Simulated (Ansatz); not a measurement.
**W, one cell by several methods**

```
W
1.0
    -1.59730    1.59730    1.59730
     1.59730   -1.59730    1.59730
     1.59730    1.59730   -1.59730
W
1
Cartesian
  0.0000 0.0000 0.0000
```

The cell is a measured one (Crystallography Open Database entry 9006499); the temperature and pressure of the measurement aren't taken into account, and nothing was relaxed. It was measured hot, at 2171 K.

No spin–orbit coupling, which matters for the heavy atoms here.

Methods: DFT, PBE, PAW with Ansatz's default frozen-core files, scalar-relativistic (Ansatz 0.2.0); DFT, PBE, all-electron PAW with datasets made for the crystal, scalar-relativistic (Ansatz 0.2.0); DFT, PBE, all-electron LAPW, scalar-relativistic (Ansatz 0.2.0).

For PAW: a Γ-centred 14×14×14 k mesh, Fermi–Dirac smearing of 0.03 eV, cutoff 420 eV, no spin polarisation. The crystal-made all-electron datasets (AE datasets) take a cutoff of 300 eV at this cell. LAPW targets a basis error of 1 meV/atom. The Ansatz runs share mesh, smearing and spin set-up. Plane-wave (PAW) pressures include the program's estimate of the Pulay term.

Stress and pressure are positive in compression.

Levels count from the Fermi level.

```json
{"quantity": "pressure (GPa)", "PAW": "-2.59", "AE datasets": "-2.50", "LAPW": "-2.50"}
{"quantity": "highest filled level at H (eV)", "PAW": "-5.708", "AE datasets": "-5.707", "LAPW": "-5.707"}
{"quantity": "lowest empty level at H (eV)", "PAW": "4.858", "AE datasets": "4.858", "LAPW": "4.858"}
{"quantity": "highest filled level at Γ (eV)", "PAW": "-1.291", "AE datasets": "-1.291", "LAPW": "-1.291"}
{"quantity": "lowest empty level at Γ (eV)", "PAW": "2.089", "AE datasets": "2.090", "LAPW": "2.090"}
{"quantity": "highest filled level at N (eV)", "PAW": "-3.537", "AE datasets": "-3.537", "LAPW": "-3.537"}
{"quantity": "lowest empty level at N (eV)", "PAW": "0.509", "AE datasets": "0.508", "LAPW": "0.508"}
```

PAW's pressure differs from the LAPW value by -0.10 GPa.
